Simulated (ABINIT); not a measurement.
Crystal: Ti.

```xyz
1
Lattice="-1.6410 1.6410 1.6410 1.6410 -1.6410 1.6410 1.6410 1.6410 -1.6410" Properties=species:S:1:pos:R:3 pbc="T T T"
Ti    0.0000    0.0000    0.0000
```

This isn't the form of Ti at room conditions, which is hcp.

| Item | Value |
| --- | --- |
| Program | ABINIT 10.8.3 (patched build) |
| Task | relaxation of cell and atoms |
| Functional | LDA |
| Potentials or basis | JTH PAW LDA v2.0 |
| Cutoff | 408 eV |
| k mesh | 8 × 8 × 8 |
| Occupations | fermi-dirac, width 0.05 eV |
| Spin | no spin polarisation |

At the start: pressure -10.6 GPa; volume 17.68 Å³/atom.

Problem. How do energy, volume and symmetry change on relaxing?

Solution. Over 5 steps the energy falls by 62.0 meV/atom and the volume is 15.94 Å³/atom (-9.8 %); space group Im-3m (No. 229, to 0.05 Å).

The path:
```
step  energy change (eV)  largest force (eV/Å)  pressure (GPa)  volume (Å³)
   1              0.0000                0.0000          -10.61        17.68
   2             -0.0325                0.0000           -7.67        17.11
   3             -0.0617                0.0000            0.85        15.83
   4             -0.0620                0.0000           -0.05        15.95
   5             -0.0620                0.0000            0.00        15.94
```

Final structure:
```
Ti
1.0
    -1.58543    1.58543    1.58543
     1.58543   -1.58543    1.58543
     1.58543    1.58543   -1.58543
Ti
1
Cartesian
  0.0000 0.0000 0.0000
```
